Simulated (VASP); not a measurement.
# Cd (R-3m) in VASP: a series of runs

The runs below take Cd through single point, with PBE.

All numbers are computed with VASP 6.6.1; they aren't measurements. Logs are shortened: lines on timing, memory, paths and dates and some standing lists are left out, and cuts for length are marked.

## Step 1: The cell of the first run

Symmetry: R-3m, No. 166, trigonal system. The conventional cell has a = 3.516 Å, b = 3.516 Å, c = 6.811 Å, α = 90.00°, β = 90.00°, γ = 120.00°. Cd (site symmetry -3m) is surrounded by 6 Cd at 3.05 Å.

This isn't the form of Cd at room conditions, which is hcp.

## Step 2: Single point, PBE (Hg replaced by Cd, lengths x 1.055, strained and moved within the space group)

File INCAR:

```
PREC     = Accurate       # precision mode
ENCUT    = 520            # plane-wave cutoff, eV
EDIFF    = 1E-6           # SCF threshold, eV
ISMEAR   = 0              # smearing method
SIGMA    = 0.1            # smearing width, eV
LREAL    = F              # projectors in reciprocal space
LASPH    = T              # aspherical terms in the spheres
NELM     = 60             # most SCF steps
ALGO     = Fast           # electronic algorithm
ISIF     = 2              # what is computed and relaxed
LWAVE    = F              # write WAVECAR
LCHARG   = F              # write CHGCAR
GGA      = PE             # functional
NBANDS   = 12             # bands
```

File KPOINTS:

```
Automatic mesh
0
Gamma
  6 6 6
```

File POSCAR:

```
Cd
1.0
    1.7581944300      1.0150940275      2.2704077011
   -1.7581944300      1.0150940275      2.2704077011
    0.0000000000     -2.0301880549      2.2704077011
Cd
1
Direct
    0.0000000000      0.0000000000      0.0000000000
```

Potentials or basis: VASP PAW PBE potentials, release 64 (Cd).

The run is started by

```sh
> cat potpaw_PBE.64/Cd/POTCAR > POTCAR
> mpirun -np 1 vasp_std > vasp.out
```

OUTCAR:

```text
PREC = Accurate
   ENCUT = 520
   EDIFF = 1E-6
   ISMEAR = 0
   LREAL = F
   LASPH = T
   NELM = 60
   ISIF = 2
   GGA = PE

 ion  position               nearest neighbor table
   1  0.000  0.000  0.000-

  LATTYP: Found a trigonal (rhomboedric) cell.
 ALAT       =     3.0457207140
 COS(alpha) =     0.3335253405

  Lattice vectors:

 A1 = (   1.7581944300,   1.0150940275,   2.2704077011)
 A2 = (  -1.7581944300,   1.0150940275,   2.2704077011)
 A3 = (   0.0000000000,  -2.0301880549,   2.2704077011)

Analysis of symmetry for initial positions (statically):
=====================================================================
 Subroutine PRICEL returns:
 Original cell was already a primitive cell.

 Routine SETGRP: Setting up the symmetry group for a
 trigonal (rhombohedral) supercell.

 Subroutine GETGRP returns: Found 12 space group operations
 (whereof 12 operations were pure point group operations)
 out of a pool of 12 trial point group operations.

The static configuration has the point symmetry D_3d.

Analysis of symmetry for dynamics (positions and initial velocities):
=====================================================================
 Subroutine PRICEL returns:
 Original cell was already a primitive cell.

 Routine SETGRP: Setting up the symmetry group for a
 trigonal (rhombohedral) supercell.

 Subroutine GETGRP returns: Found 12 space group operations
 (whereof 12 operations were pure point group operations)
 out of a pool of 12 trial point group operations.

The dynamic configuration has the point symmetry D_3d.

 Subroutine INISYM returns: Found 12 space group operations
 (whereof 12 operations are pure point group operations),
 and found     1 'primitive' translations

----------------------------------------------------------------------------------------

                                     Primitive cell

  volume of cell :      24.3124

  direct lattice vectors                    reciprocal lattice vectors
     1.758194430  1.015094027  2.270407701     0.284382655  0.164188402  0.146816509
    -1.758194430  1.015094027  2.270407701    -0.284382655  0.164188402  0.146816509
     0.000000000 -2.030188055  2.270407701     0.000000000 -0.328376805  0.146816509

  length of vectors
     3.045720714  3.045720714  3.045720714     0.359703230  0.359703230  0.359703230

  position of ions in fractional coordinates (direct lattice)
     0.000000000  0.000000000  0.000000000

  ion indices of the primitive-cell ions
   primitive index   ion index
                 1           1

----------------------------------------------------------------------------------------

 KPOINTS: Automatic mesh

Automatic generation of k-mesh.
 Grid dimensions read from file:
 generate k-points for:    6    6    6

 Generating k-lattice:

  Cartesian coordinates                     Fractional coordinates (reciprocal lattice)
     0.047397109  0.027364734  0.024469418     0.166666667 -0.000000000 -0.000000000
    -0.047397109  0.027364734  0.024469418    -0.000000000  0.166666667 -0.000000000
     0.000000000 -0.054729467  0.024469418     0.000000000  0.000000000  0.166666667

  Length of vectors
     0.059950538  0.059950538  0.059950538

  Shift w.r.t. Gamma in fractional coordinates (k-lattice)
     0.000000000  0.000000000  0.000000000

 Subroutine IBZKPT returns following result:
 ===========================================

 Found     32 irreducible k-points:

 Following reciprocal coordinates:
            Coordinates               Weight
  0.000000  0.000000  0.000000      1.000000
  0.166667  0.000000 -0.000000      6.000000
  0.333333  0.000000  0.000000      6.000000
  0.500000  0.000000 -0.000000      3.000000
  0.166667  0.166667  0.000000      6.000000
  0.333333  0.166667 -0.000000     12.000000
[... 16 lines left out ...]
  0.500000  0.500000  0.166667      6.000000
 -0.333333  0.500000  0.166667     12.000000
 [... further k-points ...]
   k-points           NKPTS =     32   k-points in BZ     NKDIM =     32   number of bands    NBANDS=     12
   number of dos      NEDOS =    301   number of ions     NIONS =      1
   total plane-waves  NPLWV =  13824
   dimension x,y,z NGX =    24 NGY =   24 NGZ =   24
   dimension x,y,z NGXF=    48 NGYF=   48 NGZF=   48
   ions per type =               1
   NGX,Y,Z   is equivalent  to a cutoff of  13.10, 13.10, 13.10 a.u.
   NGXF,Y,Z  is equivalent  to a cutoff of  26.20, 26.20, 26.20 a.u.
 SYSTEM =  unknown system
   PREC   = accura    normal or accurate (medium, high low for compatibility)
   ISTART =      0    job   : 0-new  1-cont  2-samecut
   ICHARG =      2    charge: 1-file 2-atom 10-const
   ISPIN  =      1    spin polarized calculation?
   LNONCOLLINEAR =      F non collinear calculations
   LSORBIT =      F    spin-orbit coupling
   LASPH  =      T    aspherical Exc in radial PAW
   ENCUT  =  520.0 eV  38.22 Ry    6.18 a.u.   5.66  5.66  5.66*2*pi/ulx,y,z
   NELM   =     60;   NELMIN=  2; NELMDL= -5     # of ELM steps
   EDIFF  = 0.1E-05   stopping-criterion for ELM
   LREAL  =      F    real-space projection
   EDIFFG = 0.1E-04   stopping-criterion for IOM
   NSW    =      0    number of steps for IOM
   IBRION =     -1    ionic relax: 0-MD 1-quasi-New 2-CG
   NFREE  =      0    steps in history (QN), initial steepest desc. (CG)
   ISIF   =      2    stress and relaxation
   ISYM   =      2    0-nonsym 1-usesym 2-fastsym
   POTIM  = 0.5000    time-step for ionic-motion
   TEBEG  =    0.0;   TEEND  =   0.0 temperature during run
   PSTRESS=    0.0 pullay stress
   NELECT =      12.0000    total number of electrons
   NUPDOWN=      -1.0000    fix difference up-down
   EMIN   =  10.00;   EMAX   =-10.00  energy-range for DOS
   EFERMI =   0.00;   METHOD = LEGACY
   ISMEAR =     0;   SIGMA  =   0.10  broadening in eV -4-tet -1-fermi 0-gaus
   EFERMI_NEDOS =   21; number of points for ismear=-14 and -15
   IALGO  =     68    algorithm
   IMIX   =      4    mixing-type and parameters
     AMIX     =   0.40;   BMIX     =  1.00
     AMIX_MAG =   1.60;   BMIX_MAG =  1.00
  volume/ion in A,a.u.               =      24.31       164.07
  Fermi-wavevector in a.u.,A,eV,Ry     =   1.293776  2.444882 22.774205  1.673857
  Thomas-Fermi vector in A             =   2.425401
   LORBIT       =      0    0 simple, 1 ext, 2 COOP (PROOUT), +10 PAW based schemes
   GGA     = PE    functional components
   LHFCALC =     F    Hartree Fock is set to
   AEXX    =    0.0000 exact exchange contribution
   IVDW    =     0    specifies the selected vdW correction
   LEPSILON=     F    determine dielectric tensor
   LRPA    =     F    only Hartree local field effects (RPA)
 non-spin polarized calculation
 RMM-DIIS sequential band-by-band and
 Gauss-broadening in eV      SIGMA  =   0.10
  energy-cutoff  :      520.00
  volume of cell :       24.31
 maximum number of plane-waves:       681
 NGX is ok and might be reduce to    24
   NGX = 11   NGY = 11   NGZ = 11

 number of electron      12.0000000 magnetization

 Free energy of the ion-electron system (eV)
  ---------------------------------------------------
  ext. energy  EPLUGINS =         0.00000000
  ---------------------------------------------------
  free energy    TOTEN  =        -0.75507072 eV

  energy without entropy =       -0.75249320  energy(sigma->0) =       -0.75378196

 E-fermi :   2.1818     XC(G=0): -10.4015

 val. band max:        1.7004911513   @ k =  -0.1667   0.5000   0.1667
 cond. band min:       2.2095408735   @ k =  -0.3333   0.3333   0.3333
 fundamental gap:      0.5090497223
 Fermi energy:         2.1818159714

 k-point     1 :       0.0000    0.0000    0.0000
  band No.  band energies     occupation
      1      -7.1734      2.00000
      2      -7.1734      2.00000
      3      -6.5002      2.00000
      4      -6.3456      2.00000
      5      -6.3456      2.00000
      6      -5.8919      2.00000
      7      13.9273      0.00000
      8      13.9273      0.00000
      9      13.9722      0.00000
     10      17.4842      0.00000
     11      17.4842      0.00000
     12      18.5272      0.00000

 k-point     2 :       0.1667    0.0000   -0.0000
  band No.  band energies     occupation
      1      -7.1551      2.00000
      2      -7.1093      2.00000
      3      -6.4627      2.00000
      4      -6.3784      2.00000
      5      -6.3563      2.00000
      6      -5.2867      2.00000
      7       9.4455      0.00000
      8      13.8668      0.00000
      9      14.0331      0.00000
     10      18.4028      0.00000
     11      18.6529      0.00000
     12      20.9493      0.00000

 k-point     3 :       0.3333    0.0000    0.0000
  band No.  band energies     occupation
      1      -7.1592      2.00000
      2      -7.1540      2.00000
      3      -6.4216      2.00000
      4      -6.3959      2.00000
      5      -6.2445      2.00000
      6      -3.3378      2.00000
      7       4.2338      0.00000
      8      13.8699      0.00000
      9      14.0275      0.00000
     10      18.4094      0.00000
     11      18.7698      0.00000
     12      19.5070      0.00000

 k-point     4 :       0.5000    0.0000   -0.0000
  band No.  band energies     occupation
      1      -7.2136      2.00000
      2      -7.1822      2.00000
      3      -6.4353      2.00000
      4      -6.3800      2.00000
      5      -6.1267      2.00000
      6      -0.1135      2.00000
      7      -0.0963      2.00000
      8      13.9341      0.00000
      9      13.9603      0.00000
     10      17.4940      0.00000
     11      18.0912      0.00000
     12      18.8072      0.00000

 k-point     5 :       0.1667    0.1667    0.0000
  band No.  band energies     occupation
      1      -7.1621      2.00000
      2      -6.9031      2.00000
      3      -6.5709      2.00000
      4      -6.4508      2.00000
      5      -6.3317      2.00000
      6      -4.9981      2.00000
      7      10.8011      0.00000
      8      12.0137      0.00000
      9      12.9204      0.00000
     10      16.4710      0.00000
     11      19.2984      0.00000
     12      20.4433      0.00000
[... 228 lines left out ...]
      1      -6.9893      2.00000
      2      -6.8573      2.00000
      3      -6.6878      2.00000
      4      -6.4355      2.00000
      5      -6.2839      2.00000
      6       0.8595      2.00000
      7       3.1092      0.00000
      8       6.5648      0.00000
      9      10.1245      0.00000
     10      15.1206      0.00000
     11      18.5276      0.00000
     12      20.7302      0.00000

 k-point    22 :      -0.1667    0.3333    0.1667
  band No.  band energies     occupation
      1      -7.0707      2.00000
      2      -6.8913      2.00000
      3      -6.6992      2.00000
      4      -6.3600      2.00000
      5      -6.2824      2.00000
      6      -1.8022      2.00000
      7       5.6176      0.00000
      8       7.4854      0.00000
      9      10.9649      0.00000
     10      14.5398      0.00000
     11      21.2286      0.00000
     12      23.3014      0.00000

 k-point    23 :       0.5000    0.5000    0.1667
  band No.  band energies     occupation
      1      -7.2302      2.00000
      2      -7.1054      2.00000
      3      -6.4699      2.00000
      4      -6.3661      2.00000
      5      -5.9285      2.00000
      6       1.2276      2.00000
      7       4.8758      0.00000
      8       7.1437      0.00000
      9       8.6515      0.00000
     10      10.5830      0.00000
     11      19.0666      0.00000
     12      21.6052      0.00000

 k-point    24 :      -0.3333    0.5000    0.1667
  band No.  band energies     occupation
      1      -7.1188      2.00000
      2      -7.0866      2.00000
      3      -6.5163      2.00000
      4      -6.3745      2.00000
      5      -6.0580      2.00000
      6       2.2830      0.15250
      7       3.7458      0.00000
      8       5.3103      0.00000
      9       8.0770      0.00000
     10      13.6173      0.00000
     11      19.4754      0.00000
     12      20.5030      0.00000

 [... further k-points ...]

------------------------ aborting loop because EDIFF is reached ----------------------------------------

  FORCE on cell =-STRESS in cart. coord.  units (eV):
  Direction    XX          YY          ZZ          XY          YZ          ZX
  --------------------------------------------------------------------------------------
  -------------------------------------------------------------------------------------
  Total       -0.2019358     -0.2019358     -0.0106310      0.0000000     -0.0000000      0.0000000
  in kB      -13.3074753    -13.3074753     -0.7005787      0.0000000     -0.0000000      0.0000000
  external PRESSURE =      -9.1051764 kB  Pullay stress =       0.0000000 kB

 VOLUME and BASIS-vectors are now :
 -----------------------------------------------------------------------------
  energy-cutoff  :      520.00
  volume of cell :       24.31
      direct lattice vectors                 reciprocal lattice vectors
     1.758194430  1.015094027  2.270407701     0.284382655  0.164188402  0.146816509
    -1.758194430  1.015094027  2.270407701    -0.284382655  0.164188402  0.146816509
     0.000000000 -2.030188055  2.270407701     0.000000000 -0.328376805  0.146816509

 POSITION                                       TOTAL-FORCE (eV/Angst)
 -----------------------------------------------------------------------------------
      0.00000      0.00000      0.00000         0.000000      0.000000     -0.000000
 -----------------------------------------------------------------------------------
    total drift:                                0.000000     -0.000000      0.000000

  FREE ENERGIE OF THE ION-ELECTRON SYSTEM (eV)
  ---------------------------------------------------
  free  energy   TOTEN  =        -0.7550707205 eV

  energy  without entropy=       -0.7524931985  energy(sigma->0) =       -0.75378196
```

It used 3.8 s of CPU time on 1 thread of Intel(R) Xeon(R) Platinum 8488C (Sapphire Rapids), with other jobs on the host, which was overloaded at the time.

What came out:

```yaml
Free_energy: -0.7551 eV
Pressure: -0.9 GPa
Band_gap_on_the_k_mesh: none (metal or under the smearing width)
```

Stress tensor (GPa, compression positive):
```
-1.33  0.00  0.00
 0.00 -1.33  0.00
 0.00  0.00 -0.07
```

Caveat: the k mesh is coarse (spacing up to 0.38 Å⁻¹), so the values aren't converged.

## Step 3: Single point, PBE (Hg replaced by Cd, lengths x 1.055, strained and moved within the space group)

File INCAR:

```
SYSTEM = Cd
  ALGO = Fast
  EDIFF = 1E-6
  ENCUT = 520
  GGA = PE
  ISIF = 2
  ISMEAR = 0
  LASPH = .True.
  LCHARG = .False.
  LREAL = .False.
  LWAVE = .False.
  NBANDS = 12
  NELM = 100
  PREC = Accurate
  SIGMA = 0.1
```

File KPOINTS:

```
k-points
0
Gamma
  6 6 6
  0 0 0
```

File POSCAR:

```
Cd
1.0
    1.7541078544      1.0127346419      2.2651305869
   -1.7541078544      1.0127346419      2.2651305869
    0.0000000000     -2.0254692838      2.2651305869
Cd
1
Direct
    0.0000000000      0.0000000000      0.0000000000
```

Potentials or basis: VASP PAW PBE potentials, release 64 (Cd).

The run is started by

```sh
> cat potpaw_PBE.64/Cd/POTCAR > POTCAR
> mpirun -np 1 vasp_std > vasp.out
```

It used 3.8 s of CPU time on 1 thread of Intel(R) Xeon(R) Platinum 8488C (Sapphire Rapids), on a shared host, which was overloaded at the time.

It converged, with:

```
Free energy            : -0.7559 eV
Pressure               : -0.6 GPa
Band gap on the k mesh : none (metal or under the smearing width)
```

Stress tensor (GPa, compression positive):
```
-1.10  0.00  0.00
 0.00 -1.10  0.00
 0.00  0.00  0.26
```

Levels at points of the mesh, in eV from the Fermi level:
| k point | band 3 | band 4 | band 5 | band 6 | band 7 | band 8 | band 9 | band 10 |
| --- | --- | --- | --- | --- | --- | --- | --- | --- |
| (0.00, 0.00, 0.00) | -8.70 | -8.54 | -8.54 | -8.12 | 11.80 | 11.80 | 11.82 | 15.37 |
| (0.50, 0.00, 0.00) | -8.63 | -8.57 | -8.32 | -2.33 | -2.28 | 11.80 | 11.82 | 15.38 |
| (0.50, 0.50, 0.00) | -8.50 | -8.37 | -8.10 | -0.51 | 1.16 | 4.21 | 8.12 | 9.33 |
| (0.50, 0.50, 0.50) | -9.13 | -8.15 | -8.15 | -0.57 | 1.43 | 8.59 | 8.59 | 10.73 |

Caveat: the k mesh is coarse (spacing up to 0.38 Å⁻¹), so the values aren't converged.
